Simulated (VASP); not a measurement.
# How biaxial strain in the (111) plane changes BN (F-43m)

Strain engineering needs slopes: what does biaxial strain in the (111) plane do to the lattice and the band edges of BN?

Calculated with VASP 6.6.1; LDA; plane waves and PAW (B, N), in the first sound run; inputs show where later runs differ.

## (1) Set-up

The structure is cubic, space group F-43m (No. 216). Conventional cell: a = 3.616 Å, b = 3.616 Å, c = 3.616 Å, α = 90.00°, β = 90.00°, γ = 90.00°. Nearest to B lie 4 N at 1.57 Å. Nearest to N lie 4 B at 1.57 Å. Farther neighbours and most contacts between anions are not listed.

## (2) Relax the crystal, LDA

The series starts from the cell that this level prefers, so that zero strain is near zero stress.

This step took 2 runs in a row; the last is shown.

Level: LDA; plane waves and PAW (B, N).

INCAR reads:

```
SYSTEM = BN
PREC = Accurate
ENCUT = 600
EDIFF = 1E-07
NELM = 120
ISMEAR = 0
SIGMA = 0.02
LREAL = .FALSE.
ALGO = Normal
GGA = CA
NBANDS = 10
LASPH = .TRUE.
LORBIT = 11
LWAVE = .FALSE.
LCHARG = .FALSE.
KPAR = 16
IBRION = 2
NSW = 40
ISIF = 3
EDIFFG = -0.005
POTIM = 0.4
```

POSCAR reads:

```
BN
1.0
    0.0000000000      1.7913124887      1.7913124887
    1.7913124887      0.0000000000      1.7913124887
    1.7913124887      1.7913124887      0.0000000000
B N
1 1
Direct
    0.0000000000      0.0000000000      0.0000000000
    0.2500000000      0.2500000000      0.2500000000
```

KPOINTS reads:

```
Automatic mesh
0
Gamma
14 14 14
0 0 0
```

The projector-augmented-wave data sets are B and N (LDA family, release 64).

Run with:

```console
$ mpirun -np 16 vasp_std
```

The program printed:

```text
[banner, memory and clock lines left out]
running   16 mpi-ranks, on    1 nodes
[...]
|                                                                             |
|           W    W    AA    RRRRR   N    N  II  N    N   GGGG   !!!           |
|           W    W   A  A   R    R  NN   N  II  NN   N  G    G  !!!           |
|           W    W  A    A  R    R  N N  N  II  N N  N  G       !!!           |
|           W WW W  AAAAAA  RRRRR   N  N N  II  N  N N  G  GGG   !            |
|           WW  WW  A    A  R   R   N   NN  II  N   NN  G    G                |
|           W    W  A    A  R    R  N    N  II  N    N   GGGG   !!!           |
|                                                                             |
|     For optimal performance we recommend to set                             |
|       NCORE = 2 up to number-of-cores-per-socket                            |
|     NCORE specifies how many cores store one orbital (NPAR=cpu/NCORE).      |
|     This setting can greatly improve the performance of VASP for DFT.       |
[...]
|     Unfortunately you need to use the default for GW and RPA                |
|     calculations (for HF NCORE is supported but not extensively tested      |
|     yet).                                                                   |
|                                                                             |

 LDA part: xc-table for (Slater(with rela. corr.)+CA(PZ))
 , standard interpolation
 POSCAR, INCAR and KPOINTS ok, starting setup
[...]
entering main loop
       N       E                     dE             d eps       ncg     rms          rms(c)
DAV:   1     0.109638735759E+02    0.10964E+02   -0.55379E+03  2114   0.887E+02
DAV:   2    -0.201365324260E+02   -0.31100E+02   -0.30342E+02  2490   0.172E+02
DAV:   3    -0.205964892823E+02   -0.45996E+00   -0.45904E+00  2446   0.185E+01
DAV:   4    -0.205971144818E+02   -0.62520E-03   -0.62518E-03  2254   0.767E-01
[...]
DAV:  10    -0.194164105011E+02    0.15730E-04   -0.44267E-05  2334   0.673E-02    0.138E-02
DAV:  11    -0.194164109778E+02   -0.47675E-06   -0.17733E-06  2318   0.968E-03    0.613E-03
DAV:  12    -0.194164109081E+02    0.69727E-07   -0.50014E-07  2238   0.445E-03
   1 F= -.19416411E+02 E0= -.19416411E+02  d E =-.194164E+02
[...]
reached required accuracy - stopping structural energy minimisation
```

The job ended after 2.8 s (16 MPI ranks of Intel Xeon Platinum 8259CL at 2.50GHz (Skylake/Cascade Lake), shared host; peak memory 1.9 GiB; 29 s of CPU time).

The logs omit lines about the potential files and the build; timing stands in the text.

OUTCAR, selected parts (step 2):

```text
  Total        0.0020121      0.0020121      0.0020121     -0.0000000      0.0000000     -0.0000000
  in kB        0.2804309      0.2804309      0.2804309     -0.0000000      0.0000000     -0.0000000
  external PRESSURE =       0.2804309 kB  Pullay stress =       0.0000000 kB

 POSITION                                       TOTAL-FORCE (eV/Angst)
 -----------------------------------------------------------------------------------
      0.00000      0.00000      0.00000         0.000000      0.000000      0.000000
      0.89566      0.89566      0.89566        -0.000000     -0.000000     -0.000000
 -----------------------------------------------------------------------------------
    total drift:                               -0.000000     -0.000000     -0.000000

  FREE ENERGIE OF THE ION-ELECTRON SYSTEM (eV)
  ---------------------------------------------------
  free  energy   TOTEN  =       -19.4164109081 eV

  energy  without entropy=      -19.4164109081  energy(sigma->0) =      -19.41641091

 reached required accuracy - stopping structural energy minimisation

[... 3 further parts left out ...]
[key lines of the parts left out:]
E-fermi :   7.8891
```

Read from the output:

| Property | Result |
| --- | --- |
| energy(sigma→0) of the program | -19.4164 eV |
| stress, compression positive | 0.03 along [111], 0.03 across it (mean), GPa |
| volume | 11.496 Å³ |
| ionic steps | 1 |

## (3) Strain along the normal, LDA

One member in full: the plane is strained by 2 %, and the strain along the normal is moved by secant steps until the normal stress is under 0.012 GPa or five steps are spent; the atoms relax at each step.

This step took 4 runs, each at a new trial strain with the atoms of the one before; the last is shown.

Level: LDA; plane waves and PAW (B, N); cell typed or built by script.

INCAR: that of step 2 with these lines changed.

```diff
@@ -15,7 +15,7 @@
 LCHARG = .FALSE.
-KPAR = 16
-IBRION = 2
-NSW = 40
-ISIF = 3
-EDIFFG = -0.005
-POTIM = 0.4
+KPAR = 4
+IBRION = 1
+NSW = 25
+ISIF = 2
+EDIFFG = -0.004
+POTIM = 0.3
```

POSCAR reads:

```
BN
1.0
   -0.0277644480      1.7993742900      1.7993742900
    1.7993742900     -0.0277644480      1.7993742900
    1.7993742900      1.7993742900     -0.0277644480
B N
1 1
Direct
    0.9998148068      0.9998148068      0.9998148068
    0.2501851932      0.2501851932      0.2501851932
```

KPOINTS is that of step 2.

Run with:

```console
$ mpirun -np 4 vasp_std
```

The program printed:

```text
[banner, memory and clock lines left out]
running    4 mpi-ranks, on    1 nodes
[...]
LDA part: xc-table for (Slater(with rela. corr.)+CA(PZ))
 , standard interpolation
 POSCAR, INCAR and KPOINTS ok, starting setup
[...]
entering main loop
       N       E                     dE             d eps       ncg     rms          rms(c)
DAV:   1     0.973054730546E+01    0.97305E+01   -0.54745E+03  5920   0.885E+02
DAV:   2    -0.200221749690E+02   -0.29753E+02   -0.28707E+02  6854   0.164E+02
DAV:   3    -0.205028092503E+02   -0.48063E+00   -0.47981E+00  6718   0.186E+01
DAV:   4    -0.205034502439E+02   -0.64099E-03   -0.64098E-03  6268   0.809E-01
[...]
DAV:  10    -0.193873318513E+02    0.16404E-04   -0.50668E-05  6492   0.708E-02    0.138E-02
DAV:  11    -0.193873323177E+02   -0.46642E-06   -0.18427E-06  6378   0.100E-02    0.658E-03
DAV:  12    -0.193873322694E+02    0.48359E-07   -0.46562E-07  6080   0.430E-03
   1 F= -.19387332E+02 E0= -.19387332E+02  d E =-.193873E+02
 BRION: g(F)=  0.686E-06 g(S)=  0.000E+00
 reached required accuracy - stopping structural energy minimisation
```

It took 7.1 s on 4 MPI ranks; peak memory 0.56 GiB.

OUTCAR, selected parts (step 3):

```text
  Total       -1.0019070     -1.0019070     -1.0019070      0.5010723      0.5010723      0.5010723
  in kB     -134.6502035   -134.6502035   -134.6502035     67.3410644     67.3410644     67.3410644
  external PRESSURE =    -134.6502035 kB  Pullay stress =       0.0000000 kB

 POSITION                                       TOTAL-FORCE (eV/Angst)
 -----------------------------------------------------------------------------------
      3.57032      3.57032      3.57032         0.001987      0.001987      0.001987
      0.89341      0.89341      0.89341        -0.001987     -0.001987     -0.001987
 -----------------------------------------------------------------------------------
    total drift:                                0.000057      0.000057      0.000057

  FREE ENERGIE OF THE ION-ELECTRON SYSTEM (eV)
  ---------------------------------------------------
  free  energy   TOTEN  =       -19.3873322694 eV

  energy  without entropy=      -19.3873322694  energy(sigma->0) =      -19.38733227

[... 1 part as in an earlier step ...]

[... 3 further parts left out ...]
[key lines of the parts left out:]
E-fermi :   7.4811
```

Read from the output:

| Quantity | Value |
| --- | --- |
| energy(sigma→0) of the program | -19.3873 eV |
| stress, compression positive | 0.00 along [111], -20.20 across it (mean), GPa |
| ionic steps | 1 |

## (4) Band edges, HSE06

Short lines in KPOINTS_OPT sample the zone centre along and across the normal of the plane, for masses, and the other valleys.

Level: HSE06; plane waves and PAW (B, N); cell typed or built by script.

INCAR reads:

```
SYSTEM = BN
PREC = Accurate
ENCUT = 600
EDIFF = 1E-06
NELM = 100
ISMEAR = 0
SIGMA = 0.02
LREAL = .FALSE.
ALGO = Normal
LHFCALC = .TRUE.
AEXX = 0.25
GGA = PE
HFSCREEN = 0.2
LASPH = .TRUE.
NBANDS = 9
PRECFOCK = Fast
LWAVE = .FALSE.
LCHARG = .FALSE.
KPAR = 4
```

POSCAR is that of step 3.

KPOINTS reads:

```
Automatic mesh
0
Gamma
7 7 7
0 0 0
```

KPOINTS_OPT reads:

```
Line mode
6
Line-mode
Reciprocal
  0.00000000   0.00000000   0.00000000
  0.01640656   0.01640656   0.01640656

  0.00000000   0.00000000   0.00000000
 -0.01028127   0.01028127  -0.00000000

  0.31000000   0.31000000   0.00000000
  0.50000000   0.50000000   0.00000000

  0.00000000   0.31000000   0.31000000
  0.00000000   0.50000000   0.50000000

  0.45000000   0.45000000   0.45000000
  0.50000000   0.50000000   0.50000000

  0.45000000   0.00000000   0.00000000
  0.50000000   0.00000000   0.00000000

  0.42500000   0.42500000   0.00000000
  0.42477906   0.43931897   0.01431897

  0.50000000   0.50000000   0.50000000
  0.48971873   0.51028127   0.50000000
```

Run with:

```console
$ mpirun -np 4 vasp_std
```

The program printed:

```text
[banner, memory and clock lines left out]
running    4 mpi-ranks, on    1 nodes
[...]
|                                                                             |
|               ----> ADVICE to this user running VASP <----                  |
|                                                                             |
|     You enforced a specific xc type in the INCAR file but a different       |
|     [... a line on the potential file left out ...]
|     I HOPE YOU KNOW WHAT YOU ARE DOING!                                     |
|                                                                             |

 LDA part: xc-table for (Slater+PW92), standard interpolation
 found WAVECAR, reading the header
 POSCAR, INCAR and KPOINTS ok, starting setup
[...]
reading WAVECAR
 the WAVECAR file was read successfully
 initial charge from wavefunction
 entering main loop
       N       E                     dE             d eps       ncg     rms          rms(c)
DAV:   1    -0.204348153735E+02   -0.20435E+02   -0.63252E-01   810   0.846E+00    0.599E-01
DAV:   2    -0.204353724786E+02   -0.55711E-03   -0.81442E-03   857   0.947E-01    0.399E-01
DAV:   3    -0.204343719403E+02    0.10005E-02   -0.29332E-03   842   0.353E-01    0.235E-01
DAV:   4    -0.204342222404E+02    0.14970E-03   -0.29508E-04   838   0.122E-01    0.140E-01
DAV:   5    -0.204341438479E+02    0.78392E-04   -0.30506E-05   815   0.616E-02    0.785E-02
DAV:   6    -0.204341207770E+02    0.23071E-04   -0.15349E-05   827   0.420E-02    0.428E-02
DAV:   7    -0.204341144419E+02    0.63351E-05   -0.26311E-06   808   0.201E-02    0.241E-02
DAV:   8    -0.204341124971E+02    0.19449E-05   -0.84879E-07   421   0.107E-02    0.139E-02
DAV:   9    -0.204341120256E+02    0.47150E-06   -0.34420E-07   414   0.672E-03
   1 F= -.20434112E+02 E0= -.20434112E+02  d E =-.513341E-21
 Start KPOINTS_OPT (optional k-point list driver)
k-point batch [1-44\48]
       N       E                     dE             ncg
DAV:   1     0.132286771313E+04   -0.12569E+05      800
DAV:   2    -0.328165924361E+03   -0.16510E+04     1049
DAV:   3    -0.390258217075E+03   -0.62092E+02      937
DAV:   4    -0.390509871020E+03   -0.25165E+00      891
DAV:   5    -0.390511055199E+03   -0.11842E-02      893
DAV:   6    -0.390511056886E+03   -0.16866E-05      800
DAV:   7    -0.390511056889E+03   -0.28980E-08      709
k-point batch [45-48\48]
       N       E                     dE             ncg
DAV:   1     0.149220115671E+05   -0.17901E+04       72
DAV:   2     0.147648463699E+05   -0.15717E+03      114
DAV:   3     0.147581475806E+05   -0.66988E+01       80
DAV:   4     0.147581275592E+05   -0.20021E-01       79
DAV:   5     0.147581274581E+05   -0.10115E-03       78
DAV:   6     0.147581274580E+05   -0.12072E-06       77
```

Wall time 2.5 min (4 MPI ranks); peak memory 0.96 GiB.

Parts of OUTCAR (step 4):

```text
  LATTYP: Found a trigonal (rhomboedric) cell.
 ALAT       =     2.5448509849
 COS(alpha) =     0.4845122650

 Subroutine GETGRP returns: Found  6 space group operations
 (whereof  6 operations were pure point group operations)

The static configuration has the point symmetry C_3v.

 Found     44 irreducible k-points:

   k-points           NKPTS =     44   k-points in BZ     NKDIM =    343   number of bands    NBANDS=      9

   dimension x,y,z NGX =    20 NGY =   20 NGZ =   20
   dimension x,y,z NGXF=    40 NGYF=   40 NGZF=   40

   ENCUT  =  600.0 eV  44.10 Ry    6.64 a.u.   5.08  5.08  5.08*2*pi/ulx,y,z

   NELECT =       8.0000    total number of electrons

  exchange ACFDT corr.  =         0.00000000  see jH, gK, PRB 81, 115126

 E-fermi :   6.8262

 k-point     1 :       0.0000    0.0000    0.0000
  band No.  band energies     occupation
      1     -15.3584      2.00000
      2       6.6101      2.00000
      3       6.6101      2.00000
      4       6.7018      2.00000
      5      16.9540      0.00000
      6      16.9540      0.00000
      7      17.3390      0.00000
      8      18.8687      0.00000
      9      33.1945      0.00000

 k-point     2 :       0.1429   -0.0000   -0.0000
  band No.  band energies     occupation
      1     -14.8367      2.00000
      2       4.0604      2.00000
      3       6.1305      2.00000
      4       6.1903      2.00000
      5      17.4628      0.00000
      6      17.7072      0.00000
      7      18.2847      0.00000
      8      20.2503      0.00000
      9      32.5643      0.00000

 POSITION                                       TOTAL-FORCE (eV/Angst)
 -----------------------------------------------------------------------------------
      3.57032      3.57032      3.57032         0.005091      0.005091      0.005091
      0.89341      0.89341      0.89341        -0.005091     -0.005091     -0.005091
 -----------------------------------------------------------------------------------
    total drift:                               -0.000011     -0.000011     -0.000011

  FREE ENERGIE OF THE ION-ELECTRON SYSTEM (eV)
  ---------------------------------------------------
  free  energy   TOTEN  =       -20.4341120256 eV

  energy  without entropy=      -20.4341120256  energy(sigma->0) =      -20.43411203

[... 1 part as in an earlier step ...]

[... 7 further parts left out ...]
```

Numbers from this step:

| Quantity | Value |
| --- | --- |
| energy(sigma→0) of the program | -20.4341 eV |

## (5) All members

Hybrid runs start from orbitals of a short LDA run, not shown.

Runs beyond LDA use the data sets made with LDA; this shifts their levels slightly, and their total energies have another zero.

The other members went through these steps as far as the tables show, with the same cutoff and, step by step, the same mesh; 51 runs are not shown. The session took 2.5 core hours (wall time by ranks) on a shared machine.

| in-plane strain (%) | strain along the normal (%) | in-plane stress, tension positive (GPa) | energy above the unstrained row (meV/atom) | gap on the mesh, LDA (eV) |
| --- | --- | --- | --- | --- |
| -2.000 | 0.340 | -24.312 | 17.369 | 4.338 |
| -1.500 | 0.254 | -17.832 | 9.769 | 4.353 |
| -1.000 | 0.170 | -11.636 | 4.400 | 4.365 |
| -0.500 | 0.086 | -5.696 | 1.168 | 4.371 |
| 0 | 0.004 | -0.025 | 0.000 | 4.375 |
| 0.500 | -0.079 | 5.401 | 0.834 | 4.340 |
| 1.000 | -0.161 | 10.566 | 3.580 | 4.311 |
| 1.500 | -0.241 | 15.510 | 8.175 | 4.277 |
| 2.000 | -0.325 | 20.199 | 14.539 | 4.247 |

Slopes at zero strain, from cubics through all rows: strain ratio -0.165, stress over strain 1109 GPa.

Band edges at HSE06, counted from the valence-band top at Γ, with one row partly withheld:

| in-plane strain (%) | gap (eV) | conduction band at Γ (eV) | Δ or X valley along z (eV) | Δ or X valley along x (eV) | lowest conduction level at L, [111] (eV) | lowest conduction level at L, [-111] (eV) | second valence level below the top (eV) | third valence level below the top (eV) |
| --- | --- | --- | --- | --- | --- | --- | --- | --- |
| -2.000 | 5.798 | 10.287 | 5.798 | 5.798 | 13.051 | 12.277 | 0.000 | 0.178 |
| -1.500 | 5.812 | 10.412 | 5.812 | 5.812 | 12.921 | 12.309 | 0.000 | 0.125 |
| -1.000 | 5.822 | 10.524 | 5.822 | 5.822 | ? | 12.316 | 0.000 | 0.075 |
| -0.500 | 5.826 | 10.623 | 5.826 | 5.826 | 12.451 | 12.286 | 0.000 | 0.037 |
| 0 | 5.827 | 10.704 | 5.827 | 5.827 | 12.221 | 12.220 | 0.000 | 0.000 |
| 0.500 | 5.794 | 10.584 | 5.794 | 5.794 | 11.961 | 12.101 | 0.032 | 0.032 |
| 1.000 | 5.766 | 10.471 | 5.766 | 5.766 | 11.713 | 11.979 | 0.052 | 0.052 |
| 1.500 | 5.733 | 10.358 | 5.733 | 5.733 | 11.466 | 11.851 | 0.076 | 0.076 |
| 2.000 | 5.705 | 10.252 | 5.705 | 5.705 | 11.229 | 11.726 | 0.092 | 0.092 |

## (6) Working out the slope

The quantity to fit is the splitting of the lowest conduction levels at the L points ([111] less [-111]) at HSE06: 0.775, 0.612, 0.166, 0.001, -0.140, -0.267, -0.385, -0.496 eV in the rows shown.

Fitting a parabola to the 8 known rows (d: strain along the axis less the strain across it, in %) gives E = 0.02561 d² + 0.2756 d + 0.01096 in eV; the residuals are 0.017 eV r.m.s.

For the withheld row, d = 1.170, the fit gives 0.3685 eV.

## (7) Prediction against calculation

The calculation gives 0.3701 eV, so the prediction is 0.0016 eV too low, within twice the residual of the fit.

The rows do not lie on one parabola (a picked bound of 1 % of their span for the r.m.s. residual). Levels that cross, a degenerate level that splits or an edge that moves to another point can do that; which it is was not traced. So the linear term is no slope at zero strain, and none is listed.

## (8) Outcome

```yaml
ratio_of_normal_to_in_plane_strain: -0.165
biaxial_modulus: 1109 GPa
gap_of_the_unstrained_cell_hse06: 5.83 eV
error_of_the_predicted_row: -1.6 meV
```

In words: As a check, the curvature of the energy gives 1111 GPa for the same modulus (energy per volume = M × strain²), 0 % from the slope of the stress. The energy also has a linear term worth 0.43 GPa that the stress column lacks, a mark of the finite basis. At HSE06 the lowest conduction valley is Δ or X throughout, and the gap runs between 5.70 and 5.83 eV. Hole masses are left out throughout, since the top bands are degenerate or cross in many series; of conduction masses, those of the Γ, L and (for Si and Ge under (001) strain) Δ valleys are kept where they change by under an eighth between rows. HSE06 ran on a coarser mesh than the semilocal levels. Spin-orbit coupling is left out at HSE06, so the valence splittings there lack it. Δ or X levels are the lowest on their line, refined by a parabola unless they lie at X; the gap is read from all points sampled and can differ from the lowest valley by some meV, or by tens of meV where strain moves the valence top off Γ. Temperature, zero-point motion and excitons are left out.

[Lines on the potential files, build, host, timing and source positions are cut from VASP's logs without a mark.]

[Logs are printed without paths, hosts, clocks, repeated set-up lines and the standing remarks that a program may print on its own settings, such as how far it seeks lower states.]

[Hosts, paths, dates, database ids (printed as entryN), source tags and the programs' standing remarks are cut or masked in the printed files.]

[In band tables of VASP the shares of atoms and orbitals are scaled to a sum of 1 inside the atoms' spheres.]
